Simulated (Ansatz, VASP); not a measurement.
**Two plane-wave programs on Sc**

Contents of INCAR:

```
SYSTEM = Sc
PREC = Accurate
ENCUT = 520
EDIFF = 1E-7
ISMEAR = 0
SIGMA = 0.05
LREAL = .False.
LASPH = .True.
NELM = 100
ALGO = Normal
ISIF = 2
LWAVE = .False.
LCHARG = .True.
GGA = PE
LELF = .True.
LVHAR = .True.
NBANDS = 12
```

Contents of KPOINTS:

```
Automatic mesh
0
Gamma
  16 16 16
  0 0 0
```

The input POSCAR:

```
Sc
1.0
    0.0000000000      2.3093579249      2.3093579249
    2.3093579249      0.0000000000      2.3093579249
    2.3093579249      2.3093579249      0.0000000000
Sc
1
Direct
    0.0000000000      0.0000000000      0.0000000000
```

Input for Ansatz:

```yaml
crystal:
  lattice:
    - [0.0, 2.3093579249, 2.3093579249]
    - [2.3093579249, 0.0, 2.3093579249]
    - [2.3093579249, 2.3093579249, 0.0]
  atoms:
    - { symbol: Sc, position: [0.0, 0.0, 0.0] }
basis:
  ecutwfc: 600
  ecutrho_ratio: 5
kpoints:
  mp_grid: { grid: [16, 16, 16] }
hamiltonian:
  xc: pbe
scf:
  occupations: { method: gaussian, width: 0.05 }
output:
  forces: true
  stress: true
  eigenvalues: true
```

Alike in both runs: task single point; functional PBE; k mesh 16 × 16 × 16; occupations gaussian, width 0.05 eV; no spin polarisation.

|  | VASP | Ansatz |
| --- | --- | --- |
| version | VASP 6.6.1 | Ansatz 0.2.0 |
| potentials or method | VASP PAW PBE potentials, release 64 (Sc_sv) | scalar-relativistic, plane waves, PAW |
| plane-wave cutoff (eV) | 520 | 600 |
| valence electrons in the cell | 11 | 11 |

|  | VASP | Ansatz | Ansatz less VASP |
| --- | --- | --- | --- |
| gap on the k mesh at the Fermi level (eV) | none | none | - |
| pressure (GPa) | 0.0 | 0.0 | -0.02 |

A gap of «none» marks a metal or a gap that the smearing closes.
